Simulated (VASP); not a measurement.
A run of VASP 6.6.1 is set up as follows.

Contents of INCAR:

```
ALGO     = Normal         # electronic algorithm
EDIFF    = 1E-7           # SCF threshold, eV
ENCUT    = 520            # plane-wave cutoff, eV
GGA      = PE             # functional
ISIF     = 2              # what is computed and relaxed
ISMEAR   = -1             # smearing method
LASPH    = True           # aspherical terms in the spheres
LCHARG   = True           # write CHGCAR
LELF     = True           # ELF
LREAL    = False          # projectors in reciprocal space
LVHAR    = True         
LWAVE    = False          # write WAVECAR
NBANDS   = 32             # bands
NELM     = 80             # most SCF steps
PREC     = Accurate       # precision mode
SIGMA    = 0.05           # smearing width, eV
```

File KPOINTS:

```
k-points
0
Gamma
  6 6 6
```

Contents of POSCAR:

```
Y4N
1.0
    4.9783300000      0.0000000000      0.0000000000
    0.0000000000      4.9783300000      0.0000000000
    0.0000000000      0.0000000000      4.9783300000
Y N
4 1
Direct
    0.0000000000      0.5000000000      0.5000000000
    0.5000000000      0.5000000000      0.0000000000
    0.5000000000      0.0000000000      0.5000000000
    0.0000000000      0.0000000000      0.0000000000
    0.5000000000      0.5000000000      0.5000000000
```

Potentials or basis: VASP PAW PBE potentials, release 64 (Y_sv, N).

Launch:

```sh
$ cat potpaw_PBE.64/Y_sv/POTCAR potpaw_PBE.64/N/POTCAR > POTCAR
$ mpirun -np 1 vasp_std > vasp.out
```

Task: Predict the band gap on the k mesh.

Result: None (metal or under the smearing width).

Task: Estimate the pressure.

Result: 0.0 GPa.
